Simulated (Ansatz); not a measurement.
# CoPtO2 (R-3m) in Ansatz: further runs, part 2 of 2

Ansatz 0.2.0. Earlier steps stand in the parts before.

### Step 3. Band structure, PBE+U, collinear spin, ferromagnetic start

Contents of input.yaml:

```yaml
crystal:
  lattice:
    - [1.4122699173, 0.8153744169, 5.9393891094]
    - [-1.4122699173, 0.8153744169, 5.9393891094]
    - [0.0, -1.6307488338, 5.9393891094]
  atoms:
    - { symbol: Pt, position: [0.0, 0.0, 0.0] }
    - { symbol: Co, position: [0.5, 0.5, 0.5], spin: 2.0 }
    - { symbol: O, position: [0.11224403, 0.11224403, 0.11224403] }
    - { symbol: O, position: [0.88775597, 0.88775597, 0.88775597] }
hamiltonian:
  xc: pbe
  pseudopotentials: { kind: paw }
  hubbard:
    sites:
      - { species: Co, l: d, u_eff: 1.0 }
      - { species: Pt, l: d, u_eff: 1.0 }
magnetization:
  spin_polarized: true
kpoints:
  mp_grid: { grid: [11, 11, 11] }
  band_path:
    path:
      - [[0.0, 0.0, 0.0], [0.5, 0.0, 0.0], [0.5, 0.179230997, -0.179230997]]
      - [[0.820769003, 0.5, 0.179230997], [0.5, 0.5, 0.5], [0.0, 0.0, 0.0], [0.3396154985, 0.0, -0.3396154985]]
      - [[0.6603845015, 0.3396154985, 0.0], [0.5, 0.5, 0.0], [0.6603845015, 0.6603845015, 0.179230997], [0.5, 0.5, 0.5]]
      - [[0.5, 0.0, 0.0], [0.820769003, 0.3396154985, 0.3396154985]]
    npoints: 14
scf:
  occupations: { method: fermi_dirac, width: 0.05 }
  n_extra_bands: 10
output:
  forces: true
  stress: true
  eigenvalues: true
  fatbands: false
```

Potentials or basis: Ansatz PAW.

Launch:

```
> ansatz run input.yaml --threads 2 --pin off --max-ram 5632MiB --backend cpu --events-out ev --progress --plain --runs-dir out
```

The log of the run:

```text
Warning: RAYON_NUM_THREADS=2 ignored (pool sized by the plan → 2); use --threads N
basis.fft_grid_basis auto: the FFT boxes are laid along the combinations [[1, 0, -1], [0, 1, -1], [0, 0, 1]] of the cell's own vectors, 2.825, 2.825 and 6.159 Å long. The dense box has 20×20×45 points. Along the cell's own vectors, as sized, it would have 45×45×45, 5.06 times as many. Of the 12 symmetry operations that the crystal satisfies within crystal.symmetry.tolerance (time reversal apart; of a slab, those that keep its plane) the dense box along the cell's own vectors carries 12, and the one as laid loses 8 of those. basis.fft_grid_basis: typed keeps the cell's own vectors: state it where this run's energies or levels are differenced outside the engine with another run's, or held beside a run that keeps those vectors.
Pt: projections on atomic orbitals take those of the free atom [Kr 4d10 4f14] 5s2 5p6 5d9 6s1, of charge +0.00 (hamiltonian.pseudopotentials.projection_atoms); the dataset's partial waves leave at most 9.1e-5 of an orbital's norm unspanned inside its sphere
Co: projections on atomic orbitals take those of the free atom [Ne] 3s2 3p6 3d7 4s2, of charge +0.00 (hamiltonian.pseudopotentials.projection_atoms); the dataset's partial waves leave at most 1.4e-6 of an orbital's norm unspanned inside its sphere
O: projections on atomic orbitals take those of the free atom [He] 2s2 2p4, of charge +0.00 (hamiltonian.pseudopotentials.projection_atoms); the dataset's partial waves leave at most 1.9e-8 of an orbital's norm unspanned inside its sphere
scf.n_extra_bands = 10 over 24 filled bands (N_el = 47.0): the run solves 34 bands
Engine: ansatz 0.2.0, aarch64-unknown-linux-gnu
Pseudopotentials: kind: paw
Pseudopotential: Pt, paw, valence charge 18, recommended cutoff 420 eV (normal), Pt.paw.azcp
Pseudopotential: Co, paw, valence charge 17, recommended cutoff 420 eV (normal), Co.paw.azcp
Pseudopotential: O, paw, valence charge 6, recommended cutoff 420 eV (normal), O.paw.azcp
Functional definition: PBE
  parameter kappa = 0.804
  parameter beta = 0.06672455060314922
  exchange = pbe_x(kappa = kappa, mu = beta*pi^2/3)
  correlation = pbe_c(beta = beta)
Crystal: 4 atoms, lattice volume = 41.036 Å³
Basis set: ecut = 420 eV, 805 PW (Γ), FFT grids on a1−a3, a2−a3, a3, exchange–correlation on 40×40×90 points (8 copies of the dense FFT grid, shifted against one another)
Bands: 34, of which v1, the nominal top of the filled ones, is band 24 counted from 1 (23 counted from 0)
Symmetry: 12 space group operations
Space group: R-3m (ITA 166), of the structure as read, at distance tolerance 3.4e-5 Å
Magnetic group: BNS 166.97 (UNI 1327), of the structure as read, at distance tolerance 3.4e-5 Å
k-points: 146 of 1331
Non-local potential: Pt, projectors of the file, l = 0: 3, l = 1: 2, l = 2: 2, l = 3: 1
Non-local potential: Co, projectors of the file, l = 0: 3, l = 1: 2, l = 2: 3, l = 3: 1
Non-local potential: O, projectors of the file, l = 0: 2, l = 1: 2, l = 2: 1
[... 60 lines left out ...]
E sigma→0 (E₀):  -18781.449543 eV
Entropy (-TS):   -0.001466 eV (-0.367 meV/atom)
Fermi energy:    16.386553 eV
--- Per-component energies (eV) ---
  E_band       = -479.198321
  E_kinetic    = 1439.225433
  E_local      = -5687.680573  (includes V_loc(G=0)·N_el)
  E_nonlocal   = 752.034608
  E_hartree    = 2280.559613
  E_xc         = -566.619291
  E_vxc        = -694.226505  (∫ρ·V_xc dr)
  E_hubbard    = 0.970575  (on-site DFT+U / exact-exchange correction)
  E_vhub       = -6.121708  (the Hubbard potential's part of the band-sum identity)
  E_paw        = -11283.192966  (= ΣΔE_a)
  E_vpaw       = -843.554823  (= ΣTr[D̂ρ^β])
  E_aug_tail   = 0.005004  (compensation charges beyond the density's cutoff)
  E_ewald      = -5716.751213
  E_smearing   = -0.001466  (= −TS)
  E_closure    = 0.000000  (closes the sum)
  Σ components = -18781.450277   (vs F -18781.450277, Δ=0.00e0)
--- Forces (eV/Å), atoms counted from 1 ---
  atom   1  Pt    -0.00000000     0.00000000     0.00000000
  atom   2  Co    -0.00000000     0.00000000     0.00000000
  atom   3  O      0.00000000    -0.00000000    -0.05573160
  atom   4  O      0.00000000     0.00000000     0.05573160
  max |Σ_I F_I| component: 9.53e-31 eV/Å
--- Stress (GPa, compression-positive) ---
        6.642383       0.000000       0.000000
        0.000000       6.642383       0.000000
        0.000000       0.000000       5.301728
  P = ⅓ Tr σ = 6.1955 GPa (61.955 kbar)
--- Band table (eV; the first three rows and the last of 292) ---
  k-point 0 ↑: bands = ["-81.9319", "-79.2417", "-42.5267", "-42.5267", "-42.4881", "-36.6036", "-35.7999", "-35.7999", "-5.1150", "-3.1713", "6.8111", "9.5943", "9.9479", "9.9479", "11.9587", "13.1311", "13.1311", "13.2041", "13.2041", "14.1270", "14.1270", "14.5655", "14.6797", "14.6797", "18.3997", "18.3997", "19.3467", "22.1027", "25.5217", "28.1442", "32.2943", "33.8559", "33.8559", "34.8694"]
  k-point 1 ↑: bands = ["-81.9305", "-79.2411", "-42.5329", "-42.5282", "-42.4872", "-36.6010", "-35.8232", "-35.8057", "-5.0178", "-3.1634", "6.9355", "9.6657", "9.8276", "9.9980", "12.1846", "12.6277", "12.8686", "13.0491", "13.3643", "14.1221", "14.2215", "14.5519", "14.6602", "14.8247", "18.2106", "18.3282", "19.4832", "22.6010", "25.7514", "28.5529", "32.4538", "32.8894", "34.1527", "34.4346"]
  k-point 2 ↑: bands = ["-81.9271", "-79.2395", "-42.5495", "-42.5321", "-42.4846", "-36.5937", "-35.8855", "-35.8212", "-4.7451", "-3.1452", "7.2694", "9.1532", "10.1332", "10.3264", "11.6519", "12.3402", "12.4127", "12.8929", "13.7743", "13.9278", "14.2556", "14.5070", "14.8553", "15.1426", "17.8322", "18.1575", "19.7548", "23.7769", "26.3828", "29.5839", "31.2830", "31.7901", "33.5138", "34.8717"]
  k-point 145 ↓: bands = ["-81.9305", "-79.2411", "-42.5329", "-42.5282", "-42.4871", "-36.6010", "-35.8232", "-35.8057", "-4.7767", "-3.5379", "8.4777", "9.0628", "9.9996", "10.1534", "10.5647", "11.9215", "12.2576", "13.0072", "13.3428", "14.2271", "14.2868", "15.1099", "15.5315", "15.5868", "17.7955", "17.9602", "20.6298", "21.6088", "25.6770", "28.2877", "32.3011", "34.2495", "34.4625", "34.7039"]
Occupation matrices written to <dir>
```

occupation_matrices:

```text
# The occupation matrices of the corrected shells as a run of Ansatz 0.0.0 ended. An entry of
# hamiltonian.hubbard.sites starts from them by `starting_ns: <path of this file>`, where that key's refused
# combinations let it.
# Free energy -18781.450277 eV.
# projection_atom_Pt: [Kr 4d10 4f14] 5s2 5p6 5d9 6s1
# projection_atom_Co: [Ne] 3s2 3p6 3d7 4s2
[... 39 lines left out ...]
      - [2.168404344971009e-19, -0.2808730695285111, 0.0, -2.168404344971009e-19, 0.7752576074856463]
  site1_d_down:
    matrix:
      - [0.9841358529233992, 0.0, -9.93129189996722e-17, 5.447031714567174e-16, 2.168404344971009e-19]
      - [2.168404344971009e-19, 0.5874494663486772, -4.336808689942018e-19, 0.0, -0.2808720173620995]
      - [-9.996344030316351e-17, 0.0, 0.5874494663486778, -0.2808720173620996, 0.0]
      - [5.436189692842319e-16, 0.0, -0.28087201736209966, 0.7752600706447459, 0.0]
      - [0.0, -0.28087201736209944, 1.0842021724855044e-19, 0.0, 0.7752600706447459]
```

Run time: 2.1 min. Hardware: 2 threads of Arm Neoverse V1, shared host; peak memory 1.7 GiB.

Results:

| Property | Result |
| --- | --- |
| Free energy | -18781.4503 eV |
| Pressure | 6.2 GPa |
| Largest force | 0.056 eV/Å |
| Band gap on the k mesh | none (metal or under the smearing width) |
| Net moment | 0.00 μB per cell |
| Absolute moment | 0.00 μB per cell |

Forces on the atoms (eV/Å):
```
Pt   0.000  0.000  0.000
Co   0.000  0.000  0.000
O    0.000  0.000 -0.056
O    0.000  0.000  0.056
```

Levels at the corners of the path, in eV from the Fermi level:
Spin up:
| point | band 20 | band 21 | band 22 | band 23 | band 24 | band 25 | band 26 | band 27 |
| --- | --- | --- | --- | --- | --- | --- | --- | --- |
| Γ | -2.26 | -2.26 | -1.82 | -1.71 | -1.71 | 2.01 | 2.01 | 2.96 |
| L | -1.61 | -1.53 | -1.34 | -0.03 | 1.23 | 1.52 | 1.54 | 2.74 |
| B1 | -2.44 | -1.92 | -1.52 | -1.26 | 0.64 | 1.27 | 1.85 | 7.33 |
| B | -2.44 | -1.92 | -1.52 | -1.26 | 0.64 | 1.27 | 1.85 | 7.33 |
| Z | -2.17 | -2.17 | -1.16 | -0.81 | -0.81 | 1.61 | 1.61 | 4.21 |
| Γ | -2.26 | -2.26 | -1.82 | -1.71 | -1.71 | 2.01 | 2.01 | 2.96 |
| X | -2.43 | -1.92 | -1.54 | -1.23 | 0.62 | 1.29 | 1.82 | 7.78 |
| Q | -2.43 | -1.92 | -1.54 | -1.23 | 0.62 | 1.29 | 1.82 | 7.78 |
| F | -2.12 | -1.61 | -1.33 | -0.03 | 0.38 | 1.92 | 2.43 | 2.75 |
| P1 | -1.95 | -1.60 | -1.35 | -0.05 | 0.51 | 1.81 | 2.16 | 2.81 |
| Z | -2.17 | -2.17 | -1.16 | -0.81 | -0.81 | 1.61 | 1.61 | 4.21 |
| L | -1.61 | -1.53 | -1.34 | -0.03 | 1.23 | 1.52 | 1.54 | 2.74 |
| P | -1.95 | -1.60 | -1.35 | -0.05 | 0.51 | 1.81 | 2.16 | 2.81 |
Spin down:
| point | band 19 | band 20 | band 21 | band 22 | band 23 | band 24 | band 25 | band 26 | band 27 | band 28 |
| --- | --- | --- | --- | --- | --- | --- | --- | --- | --- | --- |
| Γ | -3.18 | -2.26 | -2.26 | -1.82 | -1.71 | -1.71 | 2.01 | 2.01 | 2.96 | 5.72 |
| L | -2.17 | -1.61 | -1.53 | -1.34 | -0.03 | 1.23 | 1.52 | 1.54 | 2.74 | 7.35 |
| B1 | -3.01 | -2.44 | -1.92 | -1.52 | -1.26 | 0.64 | 1.27 | 1.85 | 7.33 | 8.31 |
| B | -3.01 | -2.44 | -1.92 | -1.52 | -1.26 | 0.64 | 1.27 | 1.85 | 7.33 | 8.31 |
| Z | -3.24 | -2.17 | -2.17 | -1.16 | -0.81 | -0.81 | 1.61 | 1.61 | 4.21 | 4.69 |
| Γ | -3.18 | -2.26 | -2.26 | -1.82 | -1.71 | -1.71 | 2.01 | 2.01 | 2.96 | 5.72 |
| X | -3.00 | -2.43 | -1.92 | -1.54 | -1.23 | 0.62 | 1.29 | 1.82 | 7.78 | 7.92 |
| Q | -3.00 | -2.43 | -1.92 | -1.54 | -1.23 | 0.62 | 1.29 | 1.82 | 7.78 | 7.92 |
| F | -2.15 | -2.12 | -1.61 | -1.33 | -0.03 | 0.38 | 1.92 | 2.43 | 2.75 | 8.02 |
| P1 | -2.14 | -1.95 | -1.60 | -1.35 | -0.05 | 0.51 | 1.81 | 2.16 | 2.81 | 7.92 |
| Z | -3.24 | -2.17 | -2.17 | -1.16 | -0.81 | -0.81 | 1.61 | 1.61 | 4.21 | 4.69 |
| L | -2.17 | -1.61 | -1.53 | -1.34 | -0.03 | 1.23 | 1.52 | 1.54 | 2.74 | 7.35 |
| P | -2.14 | -1.95 | -1.60 | -1.35 | -0.05 | 0.51 | 1.81 | 2.16 | 2.81 | 7.92 |

Eigenvalues of the final occupation matrices:
```tsv
site	spin	trace	eigenvalues
site 1	1	4.35	0.56 0.93 0.93 0.97 0.97
site 1	2	4.35	0.56 0.93 0.93 0.97 0.97
site 2	1	3.71	0.39 0.39 0.98 0.98 0.98
site 2	2	3.71	0.39 0.39 0.98 0.98 0.98
```

Caveat: the magnetic or orbital state may not be the lowest; the starting moments collapsed, and a magnetic state may lie lower; the pressure holds a Pulay correction of +0.7 GPa for the finite cutoff; spin-orbit coupling is left out, which moves the levels of the heavy elements; the starting moments weren't kept. The state reached can hang on the start; a lower one may exist.
